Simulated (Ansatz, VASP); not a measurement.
# Pb in VASP and in Ansatz

```
CELL_PARAMETERS angstrom
0.00000 2.44157 2.44157
2.44157 0.00000 2.44157
2.44157 2.44157 0.00000
ATOMIC_POSITIONS crystal
Pb 0.00000 0.00000 0.00000
```

Change from the starting cell: volume scaled by 0.96.

Alike in both runs: task single point; functional PBE; k mesh 9 × 9 × 9; occupations fermi-dirac, width 0.05 eV; no spin polarisation.

|  | VASP | Ansatz |
| --- | --- | --- |
| version | VASP 6.6.1 | Ansatz 0.2.0 |
| potentials or method | VASP PAW PBE potentials, release 64 (Pb_d), cutoff 520 eV | all-electron LAPW, scalar-relativistic |

```csv
,VASP,Ansatz,Ansatz less VASP
gap on the k mesh at the Fermi level (eV),none,none,-
pressure (GPa),4.5,4.6,+0.08
```

A gap of «none» marks a metal or a gap that the smearing closes. Ansatz ran all-electron here, so the differences hold the error of VASP's frozen core and of both bases.

The runs have no spin-orbit coupling, so splittings on Pb are missing.
